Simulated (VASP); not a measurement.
# Ni (P6_3/mmc) in VASP: notebook

One crystal, Ni, is run at these levels: PBE; tasks: single point, relaxation of cell and atoms.

All numbers are computed with VASP 6.6.1; they aren't measurements. Logs are shortened: lines on timing, memory, paths and dates and some standing lists are left out, and cuts for length are marked.

### 1 The structure

The structure is hexagonal, space group P6_3/mmc (No. 194). Conventional cell: a = 2.487 Å, b = 2.487 Å, c = 4.081 Å, α = 90.00°, β = 90.00°, γ = 120.00°. Ni (site symmetry -6m2) is surrounded by 12 Ni at 2.49 Å.

The cell was built by a generator and needn't be a form met in nature.

### 2 Single point, PBE, collinear spin, typed start

INCAR

```
PREC = Accurate
ENCUT = 520
EDIFF = 1E-7
ISMEAR = 0
SIGMA = 0.05
LREAL = F
LASPH = T
NELM = 150
ALGO = Normal
ISIF = 2
LWAVE = F
LCHARG = F
ISPIN = 2
MAGMOM = 0.8 0.8
LORBIT = 11
LMAXMIX = 4
GGA = PE
NBANDS = 21
```

KPOINTS

```
Automatic mesh
0
Gamma
  10 10 6
```

POSCAR

```
Ni
1.0
    2.4865536598      0.0000000000      0.0000000000
   -1.2432768299      2.1534186373      0.0000000000
    0.0000000000      0.0000000000      4.0809125728
Ni
2
Direct
    0.3333333333      0.6666666667      0.7500000000
    0.6666666667      0.3333333333      0.2500000000
```

Potentials or basis: VASP PAW PBE potentials, release 64 (Ni).

On the command line:

```sh
$ cat potpaw_PBE.64/Ni/POTCAR > POTCAR
$ mpirun -np 1 vasp_std > vasp.out
```

OUTCAR:

```text
PREC = Accurate
   ENCUT = 520
   EDIFF = 1E-7
   ISMEAR = 0
   LREAL = F
   LASPH = T
   NELM = 150
   ISIF = 2
   ISPIN = 2
   LORBIT = 11
   GGA = PE

 ion  position               nearest neighbor table
   1  0.333  0.667  0.750-   2 2.49   2 2.49   2 2.49   2 2.49   2 2.49   2 2.49
   2  0.667  0.333  0.250-   1 2.49   1 2.49   1 2.49   1 2.49   1 2.49   1 2.49

  LATTYP: Found a hexagonal cell.
 ALAT       =     2.4865536598
 C/A-ratio  =     1.6411922408

  Lattice vectors:

 A1 = (   2.4865536598,   0.0000000000,   0.0000000000)
 A2 = (  -1.2432768299,   2.1534186373,   0.0000000000)
 A3 = (   0.0000000000,   0.0000000000,   4.0809125728)

Analysis of symmetry for initial positions (statically):
=====================================================================
 Subroutine PRICEL returns:
 Original cell was already a primitive cell.

 Routine SETGRP: Setting up the symmetry group for a
 hexagonal supercell.

 Subroutine GETGRP returns: Found 24 space group operations
 (whereof 12 operations were pure point group operations)
 out of a pool of 24 trial point group operations.

The static configuration has the point symmetry D_3d.
 The point group associated with its full space group is D_6h.

Analysis of symmetry for dynamics (positions and initial velocities):
=====================================================================
 Subroutine PRICEL returns:
 Original cell was already a primitive cell.

 Routine SETGRP: Setting up the symmetry group for a
 hexagonal supercell.

 Subroutine GETGRP returns: Found 24 space group operations
 (whereof 12 operations were pure point group operations)
 out of a pool of 24 trial point group operations.

The dynamic configuration has the point symmetry D_3d.
 The point group associated with its full space group is D_6h.

Analysis of structural, dynamic, and magnetic symmetry:
=====================================================================
 Subroutine PRICEL returns:
 Original cell was already a primitive cell.

 Routine SETGRP: Setting up the symmetry group for a
 hexagonal supercell.

 Subroutine GETGRP returns: Found 24 space group operations
 (whereof 12 operations were pure point group operations)
 out of a pool of 24 trial point group operations.

The overall configuration has the point symmetry D_3d.
 The point group associated with its full space group is D_6h.

 Subroutine INISYM returns: Found 24 space group operations
 (whereof 12 operations are pure point group operations),
 and found     1 'primitive' translations

----------------------------------------------------------------------------------------

                                     Primitive cell

  volume of cell :      21.8516

  direct lattice vectors                    reciprocal lattice vectors
     2.486553660  0.000000000  0.000000000     0.402163048  0.232188944  0.000000000
    -1.243276830  2.153418637  0.000000000     0.000000000  0.464377889  0.000000000
     0.000000000  0.000000000  4.080912573     0.000000000  0.000000000  0.245043230

  length of vectors
     2.486553660  2.486553660  4.080912573     0.464377889  0.464377889  0.245043230

  position of ions in fractional coordinates (direct lattice)
     0.333333333  0.666666667  0.750000000
     0.666666667  0.333333333  0.250000000

  ion indices of the primitive-cell ions
   primitive index   ion index
                 1           1
                 2           2

----------------------------------------------------------------------------------------

 KPOINTS: Automatic mesh

Automatic generation of k-mesh.
 Grid dimensions read from file:
 generate k-points for:   10   10    6

 Generating k-lattice:

  Cartesian coordinates                     Fractional coordinates (reciprocal lattice)
     0.040216305  0.023218894  0.000000000     0.100000000  0.000000000  0.000000000
     0.000000000  0.046437789  0.000000000     0.000000000  0.100000000  0.000000000
     0.000000000  0.000000000  0.040840538     0.000000000  0.000000000  0.166666667

  Length of vectors
     0.046437789  0.046437789  0.040840538

  Shift w.r.t. Gamma in fractional coordinates (k-lattice)
     0.000000000  0.000000000  0.000000000

 Subroutine IBZKPT returns following result:
 ===========================================

 Found     56 irreducible k-points:

 Following reciprocal coordinates:
            Coordinates               Weight
  0.000000  0.000000  0.000000      1.000000
  0.100000  0.000000  0.000000      6.000000
  0.200000  0.000000  0.000000      6.000000
  0.300000  0.000000  0.000000      6.000000
  0.400000  0.000000  0.000000      6.000000
  0.500000  0.000000  0.000000      3.000000
[... 16 lines left out ...]
  0.300000  0.100000  0.166667     24.000000
  0.400000  0.100000  0.166667     24.000000
 [... further k-points ...]
   k-points           NKPTS =     56   k-points in BZ     NKDIM =     56   number of bands    NBANDS=     21
   number of dos      NEDOS =    301   number of ions     NIONS =      2
   total plane-waves  NPLWV =   9720
   dimension x,y,z NGX =    18 NGY =   18 NGZ =   30
   dimension x,y,z NGXF=    36 NGYF=   36 NGZF=   60
   ions per type =               2
   NGX,Y,Z   is equivalent  to a cutoff of  12.03, 12.03, 12.22 a.u.
   NGXF,Y,Z  is equivalent  to a cutoff of  24.07, 24.07, 24.44 a.u.
 SYSTEM =  unknown system
   PREC   = accura    normal or accurate (medium, high low for compatibility)
   ISTART =      0    job   : 0-new  1-cont  2-samecut
   ICHARG =      2    charge: 1-file 2-atom 10-const
   ISPIN  =      2    spin polarized calculation?
   LNONCOLLINEAR =      F non collinear calculations
   LSORBIT =      F    spin-orbit coupling
   LASPH  =      T    aspherical Exc in radial PAW
   ENCUT  =  520.0 eV  38.22 Ry    6.18 a.u.   4.62  4.62  7.59*2*pi/ulx,y,z
   NELM   =    150;   NELMIN=  2; NELMDL= -5     # of ELM steps
   EDIFF  = 0.1E-06   stopping-criterion for ELM
   LREAL  =      F    real-space projection
   EDIFFG = 0.1E-05   stopping-criterion for IOM
   NSW    =      0    number of steps for IOM
   IBRION =     -1    ionic relax: 0-MD 1-quasi-New 2-CG
   NFREE  =      0    steps in history (QN), initial steepest desc. (CG)
   ISIF   =      2    stress and relaxation
   ISYM   =      2    0-nonsym 1-usesym 2-fastsym
   POTIM  = 0.5000    time-step for ionic-motion
   TEBEG  =    0.0;   TEEND  =   0.0 temperature during run
   PSTRESS=    0.0 pullay stress
   NELECT =      20.0000    total number of electrons
   NUPDOWN=      -1.0000    fix difference up-down
   EMIN   =  10.00;   EMAX   =-10.00  energy-range for DOS
   EFERMI =   0.00;   METHOD = LEGACY
   ISMEAR =     0;   SIGMA  =   0.05  broadening in eV -4-tet -1-fermi 0-gaus
   EFERMI_NEDOS =   21; number of points for ismear=-14 and -15
   IALGO  =     38    algorithm
   IMIX   =      4    mixing-type and parameters
     AMIX     =   0.40;   BMIX     =  1.00
     AMIX_MAG =   1.60;   BMIX_MAG =  1.00
  volume/ion in A,a.u.               =      10.93        73.73
  Fermi-wavevector in a.u.,A,eV,Ry     =   1.589487  3.003695 34.374694  2.526469
  Thomas-Fermi vector in A             =   2.688329
   LORBIT       =     11    0 simple, 1 ext, 2 COOP (PROOUT), +10 PAW based schemes
   GGA     = PE    functional components
   LHFCALC =     F    Hartree Fock is set to
   AEXX    =    0.0000 exact exchange contribution
   IVDW    =     0    specifies the selected vdW correction
   LEPSILON=     F    determine dielectric tensor
   LRPA    =     F    only Hartree local field effects (RPA)
 spin polarized calculation
 Gauss-broadening in eV      SIGMA  =   0.05
  energy-cutoff  :      520.00
  volume of cell :       21.85
 maximum number of plane-waves:       606
   NGX =  9   NGY =  9   NGZ = 15

 number of electron      20.0000015 magnetization       1.3546396

 Free energy of the ion-electron system (eV)
  ---------------------------------------------------
  ext. energy  EPLUGINS =         0.00000000
  ---------------------------------------------------
  free energy    TOTEN  =       -10.89817581 eV

  energy without entropy =      -10.89280727  energy(sigma->0) =      -10.89549154

 E-fermi :   9.3529     XC(G=0): -13.2306

 val. band max:        9.3431940428   @ k =   0.4000   0.0000   0.1667
 cond. band min:       9.3568902419   @ k =   0.4000   0.2000   0.0000
 fundamental gap:      0.0136961991
 Fermi energy:         9.3528909396

 spin component 1

 k-point     1 :       0.0000    0.0000    0.0000
  band No.  band energies     occupation
      1       0.3319      1.00000
      2       4.4888      1.00000
      3       6.8610      1.00000
      4       6.9691      1.00000
      5       6.9691      1.00000
      6       7.2311      1.00000
[... 13 lines left out ...]
     20      35.2261      0.00000
     21      39.8425      0.00000
[... 529 lines left out ...]
 k-point    24 :       0.4000    0.1000    0.1667
  band No.  band energies     occupation
      1       4.7687      1.00000
      2       5.1875      1.00000
      3       5.6674      1.00000
      4       6.1616      1.00000
      5       6.8812      1.00000
      6       7.3470      1.00000
[... 13 lines left out ...]
     20      33.6062      0.00000
     21      37.7466      0.00000

 [... further k-points ...]

 spin component 2

 k-point     1 :       0.0000    0.0000    0.0000
  band No.  band energies     occupation
      1       0.3049      1.00000
      2       4.9345      1.00000
      3       7.6348      1.00000
      4       7.7000      1.00000
      5       7.7000      1.00000
      6       7.9823      1.00000
[... 13 lines left out ...]
     20      35.3194      0.00000
     21      39.9274      0.00000
[... 529 lines left out ...]
 k-point    24 :       0.4000    0.1000    0.1667
  band No.  band energies     occupation
      1       5.1539      1.00000
      2       5.7208      1.00000
      3       6.1462      1.00000
      4       6.6712      1.00000
      5       7.5400      1.00000
      6       8.0494      1.00000
[... 13 lines left out ...]
     20      33.7224      0.00000
     21      37.7634      0.00000

 [... further k-points ...]

------------------------ aborting loop because EDIFF is reached ----------------------------------------

  FORCE on cell =-STRESS in cart. coord.  units (eV):
  Direction    XX          YY          ZZ          XY          YZ          ZX
  --------------------------------------------------------------------------------------
  -------------------------------------------------------------------------------------
  Total        0.0042518      0.0042518     -0.0055293     -0.0000000      0.0000000     -0.0000000
  in kB        0.3117447      0.3117447     -0.4054095     -0.0000000      0.0000000     -0.0000000
  external PRESSURE =       0.0726933 kB  Pullay stress =       0.0000000 kB

 VOLUME and BASIS-vectors are now :
 -----------------------------------------------------------------------------
  energy-cutoff  :      520.00
  volume of cell :       21.85
      direct lattice vectors                 reciprocal lattice vectors
     2.486553660  0.000000000  0.000000000     0.402163048  0.232188944  0.000000000
    -1.243276830  2.153418637  0.000000000     0.000000000  0.464377889  0.000000000
     0.000000000  0.000000000  4.080912573     0.000000000  0.000000000  0.245043230

 POSITION                                       TOTAL-FORCE (eV/Angst)
 -----------------------------------------------------------------------------------
     -0.00000      1.43561      3.06068        -0.000000      0.000000      0.000000
      1.24328      0.71781      1.02023         0.000000     -0.000000      0.000000
 -----------------------------------------------------------------------------------
    total drift:                                0.000000      0.000000     -0.000000

  FREE ENERGIE OF THE ION-ELECTRON SYSTEM (eV)
  ---------------------------------------------------
  free  energy   TOTEN  =       -10.8981758150 eV

  energy  without entropy=      -10.8928072667  energy(sigma->0) =      -10.89549154

 total charge

# of ion       s       p       d       tot
------------------------------------------
    1        0.496   0.495   8.312   9.302
    2        0.496   0.495   8.312   9.302
--------------------------------------------------
tot          0.992   0.989  16.624  18.605

 magnetization (x)

# of ion       s       p       d       tot
------------------------------------------
    1       -0.004  -0.024   0.717   0.689
    2       -0.004  -0.024   0.717   0.689
--------------------------------------------------
tot         -0.008  -0.049   1.435   1.378
```

Run time: 28 s. Hardware: 1 thread of AMD EPYC 9R45 (Zen 5), shared host; peak memory 0.13 GiB.

Results:

| Quantity | Value |
| --- | --- |
| Free energy | -10.8982 eV |
| Pressure | 0.0 GPa |
| Band gap on the k mesh | none (metal or under the smearing width) |
| Net moment | 1.35 μB per cell |
| Site moments | Ni +0.69 μB |
| Valence electrons inside the program's atomic spheres | Ni 9.30 |

Levels at points of the mesh, in eV from the Fermi level:
Spin up:
```
           k point  band 8  band 9  band 10  band 11  band 12  band 13  band 14  band 15
(0.00, 0.00, 0.00)   -1.70   -1.70    -0.77    -0.77    -0.37     5.51    22.57    24.38
(0.50, 0.00, 0.00)   -0.68   -0.59    -0.56     1.10     2.97     9.25     9.78    12.31
(0.00, 0.00, 0.50)   -2.42   -1.05    -1.05    -1.05    -1.05    14.21    14.21    23.28
(0.50, 0.00, 0.50)   -1.05   -0.61    -0.61     1.42     1.42     6.71     6.71    18.14
```
Spin down:
| k point | band 6 | band 7 | band 8 | band 9 | band 10 | band 11 | band 12 | band 13 |
| --- | --- | --- | --- | --- | --- | --- | --- | --- |
| (0.00, 0.00, 0.00) | -1.37 | -1.37 | -0.99 | -0.99 | -0.43 | -0.02 | -0.02 | 5.96 |
| (0.50, 0.00, 0.00) | -1.73 | -1.36 | 0.15 | 0.16 | 0.28 | 1.62 | 3.39 | 9.37 |
| (0.00, 0.00, 0.50) | -1.70 | -1.70 | -1.70 | -0.31 | -0.31 | -0.31 | -0.31 | 14.36 |
| (0.50, 0.00, 0.50) | -0.91 | -0.39 | -0.39 | 0.23 | 0.23 | 1.58 | 1.58 | 7.05 |

### 3 Relaxation of cell and atoms, PBE, collinear spin, typed start

This run uses another cell than the first one, of 10.90 Å³/atom, 0.998 times its volume.

INCAR

```
  PREC = Accurate
  ENCUT = 600
  EDIFF = 1E-7
  ISMEAR = 0
  SIGMA = 0.05
  LREAL = False
  LASPH = True
  NELM = 150
  ALGO = Normal
  ISIF = 3
  LWAVE = False
  LCHARG = False
  ISPIN = 2
  MAGMOM = 0.8 0.8
  LORBIT = 11
  LMAXMIX = 4
  GGA = PE
  IBRION = 2
  NSW = 80
  EDIFFG = -0.03
```

KPOINTS

```
regular mesh
0
Gamma
  10 10 6
```

POSCAR

```
Ni
1.0
    2.4888467156      0.0000000000      0.0000000000
   -1.2444233578      2.1554044818      0.0000000000
    0.0000000000      0.0000000000      4.0651163022
Ni
2
Direct
    0.3333333333      0.6666666667      0.7500000000
    0.6666666667      0.3333333333      0.2500000000
```

Potentials or basis: VASP PAW PBE potentials, release 64 (Ni).

On the command line:

```sh
$ cat potpaw_PBE.64/Ni/POTCAR > POTCAR
$ mpirun -np 1 vasp_std > vasp.out
```

Run time: 39 s. Hardware: 1 thread of AMD EPYC 9R45 (Zen 5), shared host; peak memory 0.13 GiB.

Results (log left out):

* Free energy: -10.8975 eV
* Relaxed volume: 10.94 Å³/atom
* Relaxed cell: a = 2.489 Å, b = 2.489 Å, c = 4.078 Å, α = 90.00°, β = 90.00°, γ = 120.00°
* Space group after relaxing (to 0.05 Å): P6_3/mmc (No. 194)
* Energy gained by relaxing: 0.1 meV/atom
* Ionic steps: 2
* Pressure after relaxing: -0.3 GPa
* Band gap on the k mesh: none (metal or under the smearing width)
* Net moment: 1.35 μB per cell
* Site moments: Ni +0.69 μB
* Valence electrons inside the program's atomic spheres: Ni 9.30

Stress tensor (GPa, compression positive):
```
-0.38  0.00  0.00
 0.00 -0.38  0.00
 0.00  0.00 -0.09
```

Step by step:
| step | energy change (eV) | largest force (eV/Å) | pressure (GPa) | volume (Å³) |
| --- | --- | --- | --- | --- |
| 1 | 0.0000 | 0.0000 | 0.31 | 21.81 |
| 2 | -0.0002 | 0.0000 | -0.29 | 21.87 |

Final structure:
```
CELL_PARAMETERS angstrom
2.48888 0.00000 0.00000
-1.24444 2.15543 0.00000
0.00000 0.00000 4.07759
ATOMIC_POSITIONS crystal
Ni 0.33333 0.66667 0.75000
Ni 0.66667 0.33333 0.25000
```

Levels at points of the mesh, in eV from the Fermi level:
Spin up:
```tsv
k point	band 9	band 10	band 11	band 12	band 13	band 14
(0.00, 0.00, 0.00)	-1.70	-0.77	-0.77	-0.35	5.53	22.54
(0.50, 0.00, 0.00)	-0.59	-0.56	1.10	2.96	9.25	9.79
(0.00, 0.00, 0.50)	-1.05	-1.05	-1.05	-1.05	14.24	14.24
(0.50, 0.00, 0.50)	-0.61	-0.61	1.42	1.42	6.69	6.69
```
Spin down:
```csv
k point,band 5,band 6,band 7,band 8,band 9,band 10,band 11,band 12,band 13,band 14
"(0.00, 0.00, 0.00)",-1.65,-1.37,-1.37,-1.00,-1.00,-0.41,-0.02,-0.02,5.97,22.40
"(0.50, 0.00, 0.00)",-1.77,-1.72,-1.35,0.15,0.17,0.27,1.61,3.37,9.37,9.91
"(0.00, 0.00, 0.50)",-1.70,-1.70,-1.70,-1.70,-0.31,-0.31,-0.31,-0.31,14.39,14.39
"(0.50, 0.00, 0.50)",-0.91,-0.91,-0.39,-0.39,0.22,0.22,1.58,1.58,7.04,7.04
```
